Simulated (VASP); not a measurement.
Runs of VASP 6.6.1 on V. The structure is hexagonal, space group P6_3/mmc (No. 194). The conventional cell has a = 2.573 Å, b = 2.573 Å, c = 4.645 Å, α = 90.00°, β = 90.00°, γ = 120.00°. V (site symmetry -6m2) has 12 V at 2.57 to 2.76 Å as nearest neighbours. This isn't the form of V at room conditions, which is bcc.

```csv
level,k mesh,cutoff (eV),smearing,gap on the mesh (eV),pressure (GPa)
PBEsol,30 × 30 × 14,520,gaussian 0.1 eV,none,0.0
PBEsol,18 × 18 × 10,900,gaussian 0.1 eV,none,(a)
r2SCAN,18 × 18 × 10,520,gaussian 0.1 eV,none,4.3
PBEsol,18 × 18 × 10,520,gaussian 0.5 eV,none,1.6
PBEsol,18 × 18 × 10,700,gaussian 0.1 eV,none,(b)
```

Alike in all rows: task single point; potentials or basis VASP PAW PBE potentials, release 64 (V_sv); no spin polarisation; cell as given.

Fill in the values left out.

(a) 0.1; (b) -0.1.

Caveats: the PAW data sets were made with another functional, which shifts forces and pressure a little.

A k mesh can miss the band edges.

A gap of «none» marks a metal or a gap under the smearing width.

Not every run made on this cell is shown here.
